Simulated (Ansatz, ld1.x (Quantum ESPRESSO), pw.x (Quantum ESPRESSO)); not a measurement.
Ta (Z = 73): one change to the ultrasoft potential, in the atom and in the sc crystal

```json
{"Element": "tantalum", "Generator": "ld1.x (Quantum ESPRESSO) 7.5", "Type": "ultrasoft", "Functional": "PBE", "Relativity": "scalar-relativistic", "Frozen core": "[Kr] 4d10 4f14 5s2", "Valence charge": "11", "Reference configuration": "5p6 5d4 6s1 6p0", "Partial waves": "6s (bound): rcut 2.55, rcutus 3.10 bohr; 6s channel at 0.15 Ry: rcut 2.55, rcutus 3.10 bohr; 5p (bound): rcut 2.00, rcutus 2.75 bohr; 6p (bound, empty): rcut 2.00, rcutus 2.75 bohr; 5d (bound): rcut 2.35, rcutus 2.70 bohr; 5d channel at 1.25 Ry: rcut 2.35, rcutus 2.70 bohr", "Local potential": "all-electron potential smoothed inside 2.10 bohr (lloc = -2)", "Core correction": "Bessel-smoothed model core inside 1.65 bohr", "Augmentation charge": "PSQ, inside the norm-conserving radii"}
```

Change: all radii but the core radius scaled by about 1.30 (s 4.04, p 3.58, d 3.52 bohr, rcut 3.32/2.60/3.06); local potential all-electron potential smoothed inside 2.74 bohr (lloc = -2).

Cutoffs, loose and tight: the cutoffs (Ry, on a coarse ladder) from which the occupation-weighted sum of valence levels, in a spherical-Bessel basis at the reference potential, stays within 10 and 1 mRy of its value at 400 Ry. They do not see the model core or the augmentation charge, which bear on the density cutoff. Test errors are all-electron minus pseudo excitation energies from the reference, over the configurations 5p6 5d3 6s2 6p0; 5p6 5d3 6s1 6p0; 5p6 5d3 6s0 6p0; 5p6 5d2 6s2 6p1; 5p6 5d3 6s0 6p1; 5p5 5d3 6s2 6p0; 5p6 5d3 6s1 6p1; variants that change the core or the reference have their own tests.

Crystal test: sc Ta in pw.x 7.5, no spin, 12³ k-points, Fermi–Dirac smearing 0.01 Ry, cutoffs set for each file from its atomic test. The reference is all-electron LAPW (Ansatz 0.2.0) with the same functional, mesh and smearing; V0 and B0 come from Birch–Murnaghan fits to the pressures at five volumes. Errors are pseudo minus all-electron; Δ is the rms difference of the E(V) curves that follow from these fits, minima aligned, over ±6 % about the mean V0. Mesh and smearing are coarse, so the numbers serve the comparison and aren't converged zero-temperature values; the lattice is a test structure that the element need not adopt.

All-electron: a0 = 2.742 Å (V0 = 20.63 Å³/atom), B0 = 143.1 GPa.

Q: Does the change bring the crystal closer to the all-electron result?

A: The mean pressure error goes from +0.46 to +9.44 GPa, so the change moves the solid further from the all-electron pressures.

| quantity | base | changed |
| --- | --- | --- |
| outcome (atom) | generated | generated |
| cutoff, loose (atom) | 12 Ry | 8 Ry |
| cutoff, tight (atom) | 21 Ry | 10 Ry |
| bound ghosts (atom) | none | none |
| largest test error (meV) (atom) | -948 over the solved tests; 1 of 7 tests not solved or not reliable | test run stopped at test 2 of 7 (negative rho), 1 before it not solved |
| cutoffs in pw.x (Ry) | 40/460 | 40/320 |
| a0 (Å) | 2.742 | – |
| a0 error (%) | -0.00 | – |
| B0 error (%) | +18.7 | – |
| Δ (meV/atom) | 2.8 | – |
| mean pressure error (GPa) | +0.46 | +9.44 |

A dash: not determined, or the minimum lies outside the volumes sampled.

Base: The largest radius (3.10 bohr) exceeds half the bond length (2.58 bohr), so the spheres overlap, which is one possible source of error among others. This is a poor potential for the solid. Atomic configuration tests: 1 of 7 tests not solved or not reliable. Changed file: The largest radius (4.04 bohr) exceeds half the bond length (2.58 bohr), so the spheres overlap, which is one possible source of error among others. This is a poor potential for the solid. Atomic configuration tests: test run stopped at test 2 of 7 (negative rho), 1 before it not solved. The atomic cutoffs weigh occupied waves only.
